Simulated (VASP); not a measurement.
# As2Pt (Sperrylite) (Pa-3) in VASP: a series of runs, part 2 of 2

VASP 6.6.1.

## Step 6: Relaxation of the atoms, PBEsol

Input file INCAR:

```
PREC = Accurate ; ENCUT = 600
EDIFF = 1E-7 ; ISMEAR = 0
SIGMA = 0.03 ; LREAL = F
LASPH = T ; NELM = 80
ALGO = Normal ; ISIF = 2
LWAVE = F ; LCHARG = F
GGA = PS ; IBRION = 2
NSW = 40 ; EDIFFG = -0.01
KPAR = 4
```

Input file KPOINTS:

```
Automatic mesh
0
Gamma
  6 6 6
```

Input file POSCAR:

```
As2Pt                                   
1.0
    5.9828939147      0.0000000000      0.0000000000
    0.0000000000      5.9828939147      0.0000000000
    0.0000000000      0.0000000000      5.9828939147
  As              Pt            
     8     4
Direct
     0.3828931724908671    0.3828931724908671    0.3828931724908671
     0.1171068275091329    0.6171068275091329    0.8828931724908671
     0.8828931724908671    0.1171068275091329    0.6171068275091329
     0.6171068275091329    0.8828931724908671    0.1171068275091329
     0.6171068275091329    0.6171068275091329    0.6171068275091329
     0.8828931724908671    0.3828931724908671    0.1171068275091329
     0.1171068275091329    0.8828931724908671    0.3828931724908671
     0.3828931724908671    0.1171068275091329    0.8828931724908671
     0.0000000000000000    0.0000000000000000    0.0000000000000000
     0.5000000000000000    0.0000000000000000    0.5000000000000000
     0.5000000000000000    0.5000000000000000    0.0000000000000000
     0.0000000000000000    0.5000000000000000    0.5000000000000000
```

Potentials or basis: VASP PAW PBE potentials, release 64 (As, Pt).

Command:

```bash
$ cat potpaw_PBE.64/As/POTCAR potpaw_PBE.64/Pt/POTCAR > POTCAR
$ mpirun -np 4 vasp_std > vasp.out
```

OUTCAR:

```text
PREC = Accurate
   ENCUT = 600
   EDIFF = 1E-7
   ISMEAR = 0
   LREAL = F
   LASPH = T
   NELM = 80
   ISIF = 2
   GGA = PS
   IBRION = 2
   NSW = 40
   EDIFFG = -0.01

 ion  position               nearest neighbor table
   1  0.383  0.383  0.383-   5 2.43  10 2.50  11 2.50  12 2.50
   2  0.117  0.617  0.883-   6 2.43   9 2.50  11 2.50  12 2.50
   3  0.883  0.117  0.617-   7 2.43   9 2.50  10 2.50  12 2.50
   4  0.617  0.883  0.117-   8 2.43   9 2.50  10 2.50  11 2.50
   5  0.617  0.617  0.617-   1 2.43  10 2.50  11 2.50  12 2.50
   6  0.883  0.383  0.117-   2 2.43   9 2.50  11 2.50  12 2.50
   7  0.117  0.883  0.383-   3 2.43   9 2.50  10 2.50  12 2.50
   8  0.383  0.117  0.883-   4 2.43   9 2.50  10 2.50  11 2.50
   9  0.000  0.000  0.000-   2 2.50   3 2.50   4 2.50   6 2.50   7 2.50   8 2.50
  10  0.500  0.000  0.500-   1 2.50   3 2.50   4 2.50   5 2.50   7 2.50   8 2.50
  11  0.500  0.500  0.000-   1 2.50   2 2.50   4 2.50   5 2.50   6 2.50   8 2.50
  12  0.000  0.500  0.500-   1 2.50   2 2.50   3 2.50   5 2.50   6 2.50   7 2.50

  LATTYP: Found a simple cubic cell.
 ALAT       =     5.9828939147

  Lattice vectors:

 A1 = (   5.9828939147,   0.0000000000,   0.0000000000)
 A2 = (   0.0000000000,   5.9828939147,   0.0000000000)
 A3 = (   0.0000000000,   0.0000000000,   5.9828939147)

Analysis of symmetry for initial positions (statically):
=====================================================================
 Subroutine PRICEL returns:
 Original cell was already a primitive cell.

 Routine SETGRP: Setting up the symmetry group for a
 simple cubic supercell.

 Subroutine GETGRP returns: Found 24 space group operations
 (whereof  6 operations were pure point group operations)
 out of a pool of 48 trial point group operations.

The static configuration has the point symmetry S_6 .
 The point group associated with its full space group is T_h .

[... 162 lines left out ...]
   LRPA    =     F    only Hartree local field effects (RPA)
 conjugate gradient relaxation of ions
 non-spin polarized calculation
 Gauss-broadening in eV      SIGMA  =   0.03
  energy-cutoff  :      600.00
  volume of cell :      214.16
 maximum number of plane-waves:      7208
   NGX = 23   NGY = 23   NGZ = 23

 number of electron      80.0000010 magnetization

 Free energy of the ion-electron system (eV)
  ---------------------------------------------------
  ext. energy  EPLUGINS =         0.00000000
  ---------------------------------------------------
  free energy    TOTEN  =       -75.34431771 eV

  energy without entropy =      -75.34431771  energy(sigma->0) =      -75.34431771

 E-fermi :   7.4778     XC(G=0): -11.4495

 val. band max:        7.3466010459   @ k =   0.3333   0.3333   0.0000
 cond. band min:       7.6062774166   @ k =   0.5000   0.5000   0.5000
 fundamental gap:      0.2596763708
 Fermi energy:         7.4777838008

 k-point     1 :       0.0000    0.0000    0.0000
  band No.  band energies     occupation
      1      -6.9310      2.00000
      2      -4.8861      2.00000
      3      -4.8861      2.00000
      4      -4.8861      2.00000
      5      -2.7052      2.00000
      6      -2.7052      2.00000
[... 1213 lines left out ...]
     47      10.2923      0.00000
     48      10.2923      0.00000

------------------------ aborting loop because EDIFF is reached ----------------------------------------

  FORCE on cell =-STRESS in cart. coord.  units (eV):
  Direction    XX          YY          ZZ          XY          YZ          ZX
  --------------------------------------------------------------------------------------
  -------------------------------------------------------------------------------------
  Total        0.0474446      0.0474446      0.0474446      0.0000000      0.0000000      0.0000000
  in kB        0.3549467      0.3549467      0.3549467      0.0000000      0.0000000      0.0000000
  external PRESSURE =       0.3549467 kB  Pullay stress =       0.0000000 kB

 VOLUME and BASIS-vectors are now :
 -----------------------------------------------------------------------------
  energy-cutoff  :      600.00
  volume of cell :      214.16
      direct lattice vectors                 reciprocal lattice vectors
     5.982893915  0.000000000  0.000000000     0.167143194  0.000000000  0.000000000
     0.000000000  5.982893915  0.000000000     0.000000000  0.167143194  0.000000000
     0.000000000  0.000000000  5.982893915     0.000000000  0.000000000  0.167143194

 POSITION                                       TOTAL-FORCE (eV/Angst)
 -----------------------------------------------------------------------------------
      2.29081      2.29081      2.29081        -0.001278     -0.001278     -0.001278
      0.70064      3.69208      5.28226         0.001278      0.001278     -0.001278
      5.28226      0.70064      3.69208        -0.001278      0.001278      0.001278
      3.69208      5.28226      0.70064         0.001278     -0.001278      0.001278
      3.69208      3.69208      3.69208         0.001278      0.001278      0.001278
      5.28226      2.29081      0.70064        -0.001278     -0.001278      0.001278
      0.70064      5.28226      2.29081         0.001278     -0.001278     -0.001278
      2.29081      0.70064      5.28226        -0.001278      0.001278     -0.001278
      0.00000      0.00000      0.00000         0.000000      0.000000      0.000000
      2.99145      0.00000      2.99145         0.000000      0.000000      0.000000
      2.99145      2.99145      0.00000         0.000000      0.000000      0.000000
      0.00000      2.99145      2.99145         0.000000      0.000000      0.000000
 -----------------------------------------------------------------------------------
    total drift:                               -0.000000      0.000000      0.000000

  FREE ENERGIE OF THE ION-ELECTRON SYSTEM (eV)
  ---------------------------------------------------
  free  energy   TOTEN  =       -75.3443177138 eV

  energy  without entropy=      -75.3443177137  energy(sigma->0) =      -75.34431771

 reached required accuracy - stopping structural energy minimisation
```

Wall time 51 s (4 MPI ranks of Intel Xeon 6975P-C (Granite Rapids), shared host); peak memory 0.47 GiB.

Results:

```yaml
Free_energy: -75.3443 eV
Pressure_after_relaxing: 0.0 GPa
Band_gap_on_the_k_mesh: 0.26 eV, indirect (least direct gap 1.00 eV)
```

Forces on the atoms (eV/Å):
```
As  -0.001 -0.001 -0.001
As   0.001  0.001 -0.001
As  -0.001  0.001  0.001
As   0.001 -0.001  0.001
As   0.001  0.001  0.001
As  -0.001 -0.001  0.001
As   0.001 -0.001 -0.001
As  -0.001  0.001 -0.001
Pt   0.000  0.000  0.000
Pt   0.000  0.000  0.000
Pt   0.000  0.000  0.000
Pt   0.000  0.000  0.000
```

Final structure:
```
CELL_PARAMETERS angstrom
5.98289 0.00000 0.00000
0.00000 5.98289 0.00000
0.00000 0.00000 5.98289
ATOMIC_POSITIONS crystal
As 0.38289 0.38289 0.38289
As 0.11711 0.61711 0.88289
As 0.88289 0.11711 0.61711
As 0.61711 0.88289 0.11711
As 0.61711 0.61711 0.61711
As 0.88289 0.38289 0.11711
As 0.11711 0.88289 0.38289
As 0.38289 0.11711 0.88289
Pt 0.00000 0.00000 0.00000
Pt 0.50000 0.00000 0.50000
Pt 0.50000 0.50000 0.00000
Pt 0.00000 0.50000 0.50000
```

Caveat: the relaxation stopped at its first step, so nothing moved; the PAW data sets were made with another functional, which shifts forces and pressure a little; spin-orbit coupling is left out, which moves the levels of the heavy elements.

## Step 7: Overview

| task | cell | gap on the mesh (eV) | pressure (GPa) |
| --- | --- | --- | --- |
| relaxation of cell and atoms | relaxed | 0.26 | 0.0 |
| relaxation of the atoms | atoms relaxed from: a relaxed cell with its volume scaled by 0.94 | 0.55 | 11.4 |
| relaxation of the atoms | atoms relaxed from: a relaxed cell with its volume scaled by 0.96 | 0.45 | 7.1 |
| relaxation of the atoms | atoms relaxed from: a relaxed cell with its volume scaled by 0.98 | 0.35 | 3.4 |
| relaxation of the atoms | atoms relaxed | 0.26 | 0.0 |

Alike in all rows: level PBEsol; potentials or basis VASP PAW PBE potentials, release 64 (As, Pt); no spin polarisation; k mesh 6 × 6 × 6; cutoff (eV) 600; smearing gaussian 0.03 eV.

Caveats: the PAW data sets were made with another functional, which shifts forces and pressure a little; spin-orbit coupling is left out, which moves the levels of the heavy elements; the relaxation stopped at its first step, so nothing moved (some runs).

Absolute energies hang on the potentials; compare differences alone.
